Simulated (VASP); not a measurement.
# Be: intraband terms of a metal's spectrum

Be, P4_2/mnm (no. 136), 4 atoms in the cell. PBE, independent-particle dielectric function; PAW potentials Be (PBE set).

## Input

INCAR.step1:
```
SYSTEM = Be
  PREC = Accurate
  ENCUT = 290
  ISMEAR = 1
  SIGMA = 0.1
  EDIFF = 1E-7
  LASPH = .TRUE.
  KPAR = 4
  LWAVE = .FALSE.
  LCHARG = .TRUE.
  LMAXMIX = 4
```

INCAR.step2:
```
SYSTEM = Be
  PREC = Accurate
  ENCUT = 290
  ISMEAR = 0
  SIGMA = 0.3
  EDIFF = 1E-6
  LASPH = .TRUE.
  KPAR = 4
  LWAVE = .TRUE.
  LCHARG = .FALSE.
  LMAXMIX = 4
  ICHARG = 11
  NBANDS = 30
  NEDOS = 3000
  OMEGAMAX = 30
  CSHIFT = 0.1
```

INCAR.step3, as INCAR.step2 but for:
```
- LWAVE = .TRUE.
+ LWAVE = .FALSE.
+ LOPTICS = .TRUE.
+ ALGO = None
+ NELM = 1
+ ISTART = 1
```

INCAR.step4, as INCAR.step3 but for:
```
+ WPLASMAI = 0.03
```

INCAR.step5 to INCAR.step6 change the same tag again: WPLASMAI = 0.1, 0.3.

INCAR.step7, as INCAR.step6 but for:
```
- WPLASMAI = 0.3
+ RTIME = 1
```

INCAR.step8, as INCAR.step7 but for:
```
- RTIME = 1
+ RTIME = 20
```

INCAR.step9, as INCAR.step8 but for:
```
- RTIME = 20
+ LNABLA = .TRUE.
```

INCAR.step10, as INCAR.step9 but for:
```
- ISMEAR = 0
- LNABLA = .TRUE.
+ ISMEAR = -5
```

KPOINTS.step1:
```
k-points
0
Gamma
  7 7 12
```

KPOINTS.step2:
```
k-points
0
Gamma
  6 6 10
```

POSCAR:
```
Be
1.0
    3.7468140000      0.0000000000      0.0000000000
    0.0000000000      3.7468140000      0.0000000000
    0.0000000000      0.0000000000      2.2812800000
Be
4
Direct
    0.7974080000      0.2025920000      0.5000000000
    0.2025920000      0.7974080000      0.5000000000
    0.7025920000      0.7025920000      0.0000000000
    0.2974080000      0.2974080000      0.0000000000
```

Commands (each step's output is kept before the next begins):
```
cat potpaw_PBE.64/Be/POTCAR > POTCAR
cp INCAR.step1 INCAR
cp KPOINTS.step1 KPOINTS
mpirun -np 4 vasp_std > vasp.out
cp INCAR.step2 INCAR
cp KPOINTS.step2 KPOINTS
mpirun -np 4 vasp_std > vasp.out
cp INCAR.step3 INCAR
mpirun -np 4 vasp_std > vasp.out
cp INCAR.step4 INCAR
mpirun -np 4 vasp_std > vasp.out
cp INCAR.step5 INCAR
mpirun -np 4 vasp_std > vasp.out
cp INCAR.step6 INCAR
mpirun -np 4 vasp_std > vasp.out
cp INCAR.step7 INCAR
mpirun -np 4 vasp_std > vasp.out
cp INCAR.step8 INCAR
mpirun -np 4 vasp_std > vasp.out
cp INCAR.step9 INCAR
mpirun -np 4 vasp_std > vasp.out
cp INCAR.step10 INCAR
mpirun -np 4 vasp_std > vasp.out
```

## Result

- Bands: 30

One ground state, settings moved in the last step alone:

| Settings | Plasma frequency (eV) | Im ε at 0.5 eV | Im ε at 1 eV | Im ε at 2 eV | Im ε at 4 eV | Time (s) |
|---|---|---|---|---|---|---|
| interband part alone | 5.61 | 95.4 | 47.6 | 21.6 | 20.2 | 4 |
| Drude term, WPLASMAI 0.03 | 5.61 | 103.0 | 48.5 | 21.7 | 20.2 | 4 |
| Drude term, WPLASMAI 0.1 | 5.61 | 119.6 | 50.7 | 22.0 | 20.2 | 4 |
| Drude term, WPLASMAI 0.3 | 5.61 | 151.0 | 56.2 | 22.7 | 20.3 | 4 |
| relaxation time RTIME 1 fs | 5.61 | 156.1 | 62.0 | 23.9 | 20.5 | 4 |
| relaxation time RTIME 20 fs | 5.61 | 103.7 | 48.6 | 21.7 | 20.2 | 4 |
| transversal form (LNABLA) | 5.55 | 93.2 | 46.5 | 21.1 | 19.8 | 4 |
| tetrahedron method | – | – | – | – | – | no result |

VASP 6.6.1 took 34 s on 4 cores (Intel Xeon Platinum 8259CL @ 2.50GHz (Skylake/Cascade Lake)), a shared host.
